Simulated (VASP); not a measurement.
```
AlSb
1.0
    0.00000     3.08421     3.08421
    3.08421     0.00000     3.08421
    3.08421     3.08421     0.00000
Al Sb
1 1
Cartesian
  0.00000   0.00000   0.00000
  1.54210   1.54210   1.54210
```

Method: PBEsol GGA, VASP's PBE PAW potentials (set 64) (plane waves; VASP 6.6.1). Numerical set-up: 480 eV cut-off, 8×8×8 Γ-centred mesh, Gaussian smearing of 0.050 eV, potentials Al Sb.

Energy and stress use the plane-wave basis of the starting cell.

Problem. The ions, cell shape and volume at an external pressure of 30.0 GPa are relaxed. Which structure does the run end with?

Solution. 
```
AlSb
1.0
    0.00000     2.79481     2.79481
    2.79481     0.00000     2.79481
    2.79481     2.79481     0.00000
Al Sb
1 1
Direct
  0.00000   0.00000   0.00000
  0.25000   0.25000   0.25000
```
Space group F-43m (216), at a tolerance of 0.03 Å.

Problem. How do energy and volume change from the first to the last step?

Solution. The energy (σ→0) changes by +543.9 meV/atom and the volume by -25.6 %, in 17 ionic steps.

The compound is AlSb in the zinc blende structure. This run relaxes it under an external pressure of 30 GPa. Symmetry was kept, so distortions that lower it aren't found.
